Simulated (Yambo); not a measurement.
# Te2Pt (Moncheite) (P-3m1) in Yambo: further runs

The runs below take Te2Pt (Moncheite) through optical spectrum by the Bethe-Salpeter equation, with PBEsol.

All numbers are computed with Yambo 5.3.0; they aren't measurements. Logs are shortened: lines on timing, memory, paths and dates and some standing lists are left out, and cuts for length are marked.

**1. The crystal as given**

It takes space group P-3m1 (No. 164, trigonal). Conventional cell: a = 4.010 Å, b = 4.010 Å, c = 5.201 Å, α = 90.00°, β = 90.00°, γ = 120.00°. Pt (site symmetry -3m) has 6 Te at 2.66 Å as nearest neighbours. Around Te (site symmetry 3m) lie 3 Pt at 2.66 Å.

**2. Optical spectrum by the Bethe-Salpeter equation, PBEsol**

bse4.in

```
optics
bse
bss
rim_cut
RandQpts= 1000000
RandGvec= 50 RL
BSKmod= "HARTREE"
BSEmod= "retarded"
BSSmod= "h"
% BSEQptR
 1 | 1 |
%
% BSEBands
 22 | 30 |
%
BSENGexx= 20 Ry
% BEnRange
 0 | 20 | eV
%
% BDmRange
 0.1 | 0.1 | eV
%
BEnSteps= 200
% BLongDir
 1 | 0 | 0 |
%
BSEprop= "abs"
BSHayTrs= -0.02
```

scf.in

```
&CONTROL
  calculation = 'scf'
  prefix = 'pwscf'
  outdir = './tmp'
  pseudo_dir = './pseudo'
/
&SYSTEM
  ibrav = 0
  nat = 3
  ntyp = 2
  ecutwfc = 84
  nbnd = 34
  occupations = 'smearing'
  smearing = 'fd'
  degauss = 0.00367493
  force_symmorphic = .true.
/
&ELECTRONS
  conv_thr = 6d-10
  electron_maxstep = 120
  mixing_beta = 0.5
/
ATOMIC_SPECIES
Pt   195.0840 Pt.upf
Te   127.6000 Te.upf
CELL_PARAMETERS angstrom
   4.0100000000    0.0000000000    0.0000000000
  -2.0050000000    3.4727618692    0.0000000000
   0.0000000000    0.0000000000    5.2010000000
ATOMIC_POSITIONS crystal
Pt     0.0000000000    0.0000000000    0.0000000000
Te     0.6666666667    0.3333333333    0.7500000000
Te     0.3333333333    0.6666666667    0.2500000000
K_POINTS automatic
12 12 6 0 0 0
```

nscf.in

```
&CONTROL
  calculation = 'nscf'
  prefix = 'pwscf'
  outdir = './tmp'
  pseudo_dir = './pseudo'
/
&SYSTEM
  ibrav = 0
  nat = 3
  ntyp = 2
  ecutwfc = 84
  nbnd = 55
  occupations = 'smearing'
  smearing = 'fd'
  degauss = 0.00367493
  force_symmorphic = .true.
/
&ELECTRONS
  conv_thr = 1d-08
  diago_full_acc = .true.
  diago_thr_init = 1d-06
/
ATOMIC_SPECIES
Pt   195.0840 Pt.upf
Te   127.6000 Te.upf
CELL_PARAMETERS angstrom
   4.0100000000    0.0000000000    0.0000000000
  -2.0050000000    3.4727618692    0.0000000000
   0.0000000000    0.0000000000    5.2010000000
ATOMIC_POSITIONS crystal
Pt     0.0000000000    0.0000000000    0.0000000000
Te     0.6666666667    0.3333333333    0.7500000000
Te     0.3333333333    0.6666666667    0.2500000000
K_POINTS automatic
6 6 6 0 0 0
```

Potentials or basis: PseudoDojo 0.4.1 SR PBEsol standard.

The run is started by

```bash
OMP_NUM_THREADS=1 pw.x -in scf.in > scf.out
OMP_NUM_THREADS=1 pw.x -in nscf.in > nscf.out
cd tmp/pwscf.save; p2y; mv SAVE ../..; cd ../..
OMP_NUM_THREADS=1 yambo
OMP_NUM_THREADS=1 yambo -F bse4.in -J bse4 -C bse4_out
```

Yambo's report:

```text
[... sections 02.01 to 02.04 as in the set-up run ...]

[... 5 lines left out ...]
  [X] Bosonic    Temperature                        :  0.258606E-1   300.100    [eV K]
  [X] Finite Temperature mode                       : yes
  [X] El. density                                   :  0.69034E+24 [cm-3]
  [X] Fermi Level                                   :  14.20923 [eV]

  [X] === Gaps and Widths ===
  [X] Conduction Band Min                           :  14.20923 [eV]
  [X] Valence Band Max                              :  14.20923 [eV]
  [X] Filled Bands                                  :  24
  [X] Metallic Bands                                :  25  27
  [X] Empty Bands                                   :   28   55

  [X] === Metallic Characters ===
  [X] N of el / N of met el                         :  50.00000   1.94248
  [X] Average metallic occ.                         :  0.161874

  [WARNING] [X] Metallic system

 [03] Transferred momenta grid and indexing
 ==========================================

 IBZ Q-points                                      :   34
 BZ  Q-points                                      :  216

 K/Q-points units:
 rlu = crystal or reduced units; cc = cartesian coordinates; iku = interal k-units

 Q [ 1]         [rlu]:  0.000000  0.000000  0.000000
 Q [ 2]         [rlu]:  0.000000  0.000000  0.166667
 Q [ 3]         [rlu]:  0.000000  0.000000  0.333333
 Q [ 4]         [rlu]:  0.000000  0.000000 -0.500000
 Q [ 5]         [rlu]: -0.58811E-17  0.16667       0.0000
 Q [ 6]         [rlu]: -0.58811E-17  0.16667      0.16667
 Q [ 7]         [rlu]: -0.58811E-17  0.16667      0.33333
 Q [ 8]         [rlu]: -0.58811E-17  0.16667     -0.50000
 Q [ 9]         [rlu]: -0.11762E-16  0.33333       0.0000
 Q [10]         [rlu]: -0.11762E-16  0.33333      0.16667
 Q [11]         [rlu]: -0.11762E-16  0.33333      0.33333
 Q [12]         [rlu]: -0.11762E-16  0.33333     -0.50000
 Q [13]         [rlu]:  0.17643E-16 -0.50000       0.0000
 Q [14]         [rlu]:  0.17643E-16 -0.50000      0.16667
 Q [15]         [rlu]:  0.17643E-16 -0.50000      0.33333
[... 17 lines left out ...]
 Q [33]         [rlu]: -0.166667  0.500000 -0.166667
 Q [34]         [rlu]: -0.166667  0.500000 -0.333333

 [04] Coloumb potential Random Integration (RIM)
 ===============================================

  [04.01] RIM initialization
  ==========================

  * Diagonal components only detected *

  8 x (sBL volume)        :  0.018796 [a.u.]
  sBZ random points       :  1000000
  Points outside the sBZ  :   7994252
  RL volume               :  0.507501 [a.u.]
  Integrated volume       :  0.507866 [a.u.]

  [04.02] RIM integrals
  =====================

  Gamma point sphere radius             :  0.048229 [a.u.]
  Points outside the sphere             :   799450
  [Int_sBZ(q=0) 1/q^2]*(Vol_sBZ)^(-1/3) =:  7.613905
                                 should be <:  7.795600
  [WR./bse4//ndb.RIM]-------------------------------------------------------------
   Brillouin Zone Q/K grids (IBZ/BZ)                :   34  216   34  216
   Coulomb cutoff potential                         : none
   Coulombian RL components                         :   53
   Coulombian diagonal components                   : yes
   RIM random points                                :  1000000
   RIM  RL volume             [a.u.]                :  0.507866
   Real RL volume             [a.u.]                :  0.507501
   Eps^-1 reference component                       : 0
   Eps^-1 components                                :  0.000000  0.000000  0.000000
   RIM anysotropy factor                            :  0.000000

  Summary of Coulomb integrals for non-metallic bands |Q|[au] RIM/Bare

  Q [1] 0.100000E-4 0.976693 * Q [2] 0.106547 0.909508
  Q [5] 0.159571 1.106733 * Q [6] 0.191873 1.050541
  Q [29] 0.191873 1.049846 * Q [3] 0.213095 0.982528
  Q [30] 0.266219 1.007828 * Q [7] 0.266219 1.008634
  Q [17] 0.276386 1.035782 * Q [18] 0.296212 1.026748
  Q [9] 0.319143 1.026494 * Q [4] 0.319642 0.992628
[... 9 lines left out ...]
  Q [26] 0.562946 1.008712 * Q [16] 0.575620 1.005342
  Q [27] 0.592423 1.007107 * Q [28] 0.638535 1.005060

 [WARNING] [BS] User bands 22-30 break level degeneracy

 [05] Dipoles
 ============

  [05.01] Setup: observables and procedures
  =========================================

  [WARNING] [x,Vnl] slows the Dipoles computation. To neglect it rename the ns.kb_pp file
  [WF-Oscillators/G space/Transverse up loader] Normalization (few states)  min/max  :  0.57220E-16   1.0000

  [WR./bse4//ndb.dipoles]---------------------------------------------------------
   Brillouin Zone Q/K grids (IBZ/BZ)                :   34  216   34  216
   RL vectors                                       :   7801 [WF]
   Fragmentation                                    : yes
   Electronic Temperature                           :  300.1000 [K]
   Bosonic    Temperature                           :  300.1000 [K]
   DIP band range                                   :  22  30
   DIP band range limits                            :  27  25
   DIP e/h energy range                             : -1.000000 -1.000000 [eV]
   RL vectors in the sum                            :   7801
   [r,Vnl] included                                 : yes
   Bands ordered                                    : yes
   Direct v evaluation                              : no
   Approach used                                    : G-space v
   Dipoles computed                                 : R V P [G-space]
   Wavefunctions                                    : Perdew, Burke & Ernzerhof SOL(X)+Perdew, Burke & Ernzerhof SOL(C)

  [WARNING] [r,Vnl^pseudo] included in position and velocity dipoles.

  [WARNING] In case H contains other non local terms, these are neglected

 [06] Bethe Salpeter Equation driver
 ===================================

  [06.01] Bethe Salpeter Equation @q1
  ===================================

   [06.01.01] Transition pre-analysis @q1
   ======================================

   [06.01.02] Transition Groups build-up @q1
   =========================================

   [BSK] Transition groups (total):   34
   [BSK] Size (resonant):   4590
   [BSK]         (total):   4590
   [BSK] N. of matrices :  1

   [06.01.03] Loading Dipoles @q1
   ==============================

   [06.01.04] Independent Particles properties @q1
   ===============================================

   [WARNING] The system is a metal but Drude term not included.

   [06.01.05] BSE Kernel @q1 (Resonant EXCHANGE)
   =============================================

   [BSE] Exchange components :   747

   [06.01.06] Main kernel loop
   ===========================

   [WR./bse4//ndb.BS_Q1_CPU_0]-----------------------------------------------------
    Brillouin Zone Q/K grids (IBZ/BZ)                :   34  216   34  216
    RL vectors                                       :   7801 [WF]
    Coulomb cutoff potential                         : none
    Parallel CPUs
    Parallel Roles
    Fragmentation                                    : no
    BS kernel          wavefunctions                 : Perdew, Burke & Ernzerhof SOL(X)+Perdew, Burke & Ernzerhof SOL(C)
    Static diel. fun.  energies                      : Perdew, Burke & Ernzerhof SOL(X)+Perdew, Burke & Ernzerhof SOL(C)
    wavefunctions                                    : Perdew, Burke & Ernzerhof SOL(X)+Perdew, Burke & Ernzerhof SOL(C)
    [K] Identifier                                   :   5775
    [K] Dimension                                    :   4590
    [K] Bands                                        :  22  30
    [K] Exchange                                     : yes [res]
    [K] Correlation                                  : no [res]
    [K] Kernel`s coupling                            : no
    [K] Exchange                                     : no [cpl]
    [K] Correlation                                  : no [cpl]
    [K] W interaction is bare                        : no
    [K] ALDA kernel in R-space                       : no
    [K] RL vectors                                   :   747 [exchange]
    [K] E/h energy range                             : -1.000000 -1.000000 [eV]
    [K] Coupling range                               :  100.0000  100.0000 [o/o]
    [K] Kernel long-range exchange                   : BAR

  [06.02] BSE solver(s) @q1
  =========================

  [06.03] Haydock Solver in the optics basis @q1 using the hermitian scheme
  =========================================================================

  Accuracy (requested)      : -0.020000 [o/o]
  Accuracy (reached)        :  0.017813 [o/o]
  Iterations                :  113
```

Run time: 7 min. Hardware: 1 thread of Arm Neoverse V2, shared host; peak memory 0.48 GiB.

What came out:

```yaml
Band_gap_on_the_k_mesh_mean-field_level: none (metal or under the smearing width)
```

Dielectric function (along the field direction of the input):
```tsv
energy (eV)	real part	imaginary part
0.30	49.42	5.97
0.80	43.60	71.69
1.31	19.61	30.60
1.81	-15.71	28.07
2.31	4.96	19.02
2.81	-7.91	11.74
3.32	-6.83	8.48
3.82	-0.65	6.85
4.32	-2.28	6.09
4.82	-2.80	9.32
5.33	-1.20	3.54
5.83	-2.96	5.86
6.33	-2.15	5.73
6.83	-1.84	5.27
7.34	-5.32	3.60
7.84	-3.73	2.66
8.34	-3.00	1.75
8.84	-3.11	1.17
9.35	-2.03	0.76
9.85	-1.56	0.71
10.35	-1.59	0.35
10.85	-1.36	0.15
11.36	-0.96	0.11
11.86	-0.76	0.05
12.36	-0.55	0.03
12.86	-0.40	0.03
13.37	-0.27	0.02
13.87	-0.16	0.02
14.37	-0.06	0.02
14.87	0.02	0.02
15.38	0.09	0.01
15.88	0.16	0.01
16.38	0.22	0.01
16.88	0.27	0.01
17.39	0.31	0.01
17.89	0.36	0.01
18.39	0.39	0.01
18.89	0.43	0.01
19.40	0.46	0.01
20.00	0.49	0.01
```

Caveat: the intraband (Drude) term of the metal is left out; the ground state has no gap, which makes the many-body step unreliable; spectra need much finer meshes, so this one isn't converged. Spin-orbit coupling is left out, which matters for the levels of Pt, Te.

**3. Optical spectrum by the Bethe-Salpeter equation, PBEsol**

bse5.in

```
optics
bse
bss
rim_cut
em1s
RandQpts= 1000000
RandGvec= 50 RL
Chimod= "HARTREE"
% BndsRnXs
 1 | 50 |
%
NGsBlkXs= 3 Ry
% LongDrXs
 1 | 0 | 0 |
%
BSKmod= "SEX"
BSEmod= "retarded"
BSSmod= "h"
% BSEQptR
 1 | 1 |
%
% BSEBands
 22 | 30 |
%
BSENGexx= 20 Ry
BSENGBlk= 3 Ry
% BEnRange
 0 | 20 | eV
%
% BDmRange
 0.1 | 0.1 | eV
%
BEnSteps= 200
% BLongDir
 1 | 0 | 0 |
%
BSEprop= "abs"
BSHayTrs= -0.02
```

scf.in is that of step 2.

nscf.in is that of step 2.

Potentials or basis: PseudoDojo 0.4.1 SR PBEsol standard.

The run is started by

```bash
OMP_NUM_THREADS=1 pw.x -in scf.in > scf.out
OMP_NUM_THREADS=1 pw.x -in nscf.in > nscf.out
cd tmp/pwscf.save; p2y; mv SAVE ../..; cd ../..
OMP_NUM_THREADS=1 yambo
mkdir -p bse5; ln -s $PWD/bse4/ndb.RIM bse5/
OMP_NUM_THREADS=1 yambo -F bse5.in -J bse5 -C bse5_out
```

Yambo's report:

```text
[... sections 02.01 to 02.04 as in the set-up run ...]

[... 5 lines left out ...]
  [X] Bosonic    Temperature                        :  0.258606E-1   300.100    [eV K]
  [X] Finite Temperature mode                       : yes
  [X] El. density                                   :  0.69034E+24 [cm-3]
  [X] Fermi Level                                   :  14.20923 [eV]

  [X] === Gaps and Widths ===
  [X] Conduction Band Min                           :  14.20923 [eV]
  [X] Valence Band Max                              :  14.20923 [eV]
  [X] Filled Bands                                  :  24
  [X] Metallic Bands                                :  25  27
  [X] Empty Bands                                   :   28   55

  [X] === Metallic Characters ===
  [X] N of el / N of met el                         :  50.00000   1.94248
  [X] Average metallic occ.                         :  0.161874

  [WARNING] [X] Metallic system

 [03] Transferred momenta grid and indexing
 ==========================================

 [BZ sampling] Q-grid is User defined and/or read from the database

 IBZ Q-points                                      :   34
 BZ  Q-points                                      :  216

 K/Q-points units:
 rlu = crystal or reduced units; cc = cartesian coordinates; iku = interal k-units

 Q [ 1]         [rlu]:  0.000000  0.000000  0.000000
 Q [ 2]         [rlu]:  0.000000  0.000000  0.166667
 Q [ 3]         [rlu]:  0.000000  0.000000  0.333333
 Q [ 4]         [rlu]:  0.000000  0.000000 -0.500000
 Q [ 5]         [rlu]: -0.58811E-17  0.16667       0.0000
 Q [ 6]         [rlu]: -0.58811E-17  0.16667      0.16667
 Q [ 7]         [rlu]: -0.58811E-17  0.16667      0.33333
 Q [ 8]         [rlu]: -0.58811E-17  0.16667     -0.50000
 Q [ 9]         [rlu]: -0.11762E-16  0.33333       0.0000
 Q [10]         [rlu]: -0.11762E-16  0.33333      0.16667
 Q [11]         [rlu]: -0.11762E-16  0.33333      0.33333
 Q [12]         [rlu]: -0.11762E-16  0.33333     -0.50000
 Q [13]         [rlu]:  0.17643E-16 -0.50000       0.0000
 Q [14]         [rlu]:  0.17643E-16 -0.50000      0.16667
 Q [15]         [rlu]:  0.17643E-16 -0.50000      0.33333
[... 17 lines left out ...]
 Q [33]         [rlu]: -0.166667  0.500000 -0.166667
 Q [34]         [rlu]: -0.166667  0.500000 -0.333333

  [03.01] X + BSE indexes
  =======================

   [03.01.01] Sigma indexes
   ========================
[... 149 lines left out ...]

   [07.01.02] Transition Groups build-up @q1
   =========================================

   [BSK] Transition groups (total):   34
   [BSK] Size (resonant):   4590
   [BSK]         (total):   4590
   [BSK] N. of matrices :  1

   [07.01.03] Loading Dipoles @q1
   ==============================

   [07.01.04] Independent Particles properties @q1
   ===============================================

   [WARNING] The system is a metal but Drude term not included.

   [07.01.05] BSE Kernel @q1 (Resonant CORRRELATION EXCHANGE)
   ==========================================================

   [BSE] Exchange components :   747
   [BSE] Correlation components :    53   377

    [07.01.05.01] Screened interaction header I/O
    =============================================

    [07.01.05.02] Main kernel loop
    ==============================

    [WR./bse5//ndb.BS_Q1_CPU_0]-----------------------------------------------------
     Brillouin Zone Q/K grids (IBZ/BZ)                :   34  216   34  216
     RL vectors                                       :   7801 [WF]
     Coulomb cutoff potential                         : none
     Parallel CPUs
     Parallel Roles
     Fragmentation                                    : no
     BS kernel          wavefunctions                 : Perdew, Burke & Ernzerhof SOL(X)+Perdew, Burke & Ernzerhof SOL(C)
     Static diel. fun.  energies                      : Perdew, Burke & Ernzerhof SOL(X)+Perdew, Burke & Ernzerhof SOL(C)
     wavefunctions                                    : Perdew, Burke & Ernzerhof SOL(X)+Perdew, Burke & Ernzerhof SOL(C)
     [K] Identifier                                   :   3556
     [K] Dimension                                    :   4590
     [K] Bands                                        :  22  30
     [K] Exchange                                     : yes [res]
     [K] Correlation                                  : yes [res]
     [K] Kernel`s coupling                            : no
     [K] Exchange                                     : no [cpl]
     [K] Correlation                                  : no [cpl]
     [K] W interaction is bare                        : no
     [K] ALDA kernel in R-space                       : no
     [K] RL vectors                                   :   747 [exchange]
     [K] RL vectors                                   :   53 [correlation]
     [K] E/h energy range                             : -1.000000 -1.000000 [eV]
     [K] Coupling range                               :  100.0000  100.0000 [o/o]
     [W] Interaction is diagonal                      : no
     [W] Matrix size                                  :   53
     [W] Bands                                        :    1   50
     [W] e/h energy range                             : -1.000000 -1.000000 [eV]
     [W] Poles                                        :  100.0000 [o/o]
     [W] RL vectors in the sum                        :   7801
     [W] [r,Vnl] included                             : yes
     [W] Field direction                              :  0.100000E-4   0.00000      0.00000
     [W] Coulomb Cutoff                               : none
     [W] Hxc Kernel                                   : HARTREE
     [RIM] RL components                              :   53 [col]
     [RIM] Random points                              :  1000000 [col]
     [SOC] Perturbative SOC                           : no
     [K] Kernel long-range exchange                   : BAR

    [07.01.05.03] Wave-Function Phases
    ==================================

    [BSE] WF phases found       :  80.50109 [o/o]

   [07.01.06] BSE solver(s) @q1
   ============================

   [07.01.07] Haydock Solver in the optics basis @q1 using the hermitian scheme
   ============================================================================

   Accuracy (requested)      : -0.020000 [o/o]
   Accuracy (reached)        :  0.018170 [o/o]
   Iterations                :  106
```

It took 24 min on 1 thread of Arm Neoverse V2, shared host; peak memory 0.73 GiB.

What came out:

* Band gap on the k mesh, mean-field level: none (metal or under the smearing width)

Dielectric function (along the field direction of the input):
| energy (eV) | real part | imaginary part |
| --- | --- | --- |
| 0.30 | 53.96 | 5.92 |
| 1.31 | 18.93 | 36.98 |
| 2.31 | 3.19 | 23.78 |
| 3.32 | -6.44 | 6.46 |
| 4.42 | -1.79 | 5.75 |
| 5.43 | 0.17 | 4.26 |
| 6.43 | -2.22 | 5.04 |
| 7.54 | -3.48 | 1.94 |
| 8.54 | -2.53 | 1.18 |
| 9.55 | -1.76 | 0.53 |
| 10.65 | -1.21 | 0.25 |
| 11.66 | -0.67 | 0.05 |
| 12.66 | -0.32 | 0.03 |
| 13.77 | -0.07 | 0.02 |
| 14.77 | 0.10 | 0.01 |
| 15.78 | 0.22 | 0.01 |
| 16.88 | 0.33 | 0.01 |
| 17.89 | 0.41 | 0.01 |
| 18.89 | 0.48 | 0.01 |
| 20.00 | 0.54 | 0.00 |

Caveat: the intraband (Drude) term of the metal is left out; the ground state has no gap, which makes the many-body step unreliable; the transitions start from uncorrected Kohn-Sham levels, so peaks lie too low; exciton energies and binding change strongly with the k mesh and aren't converged on this one; spectra need much finer meshes, so this one isn't converged.
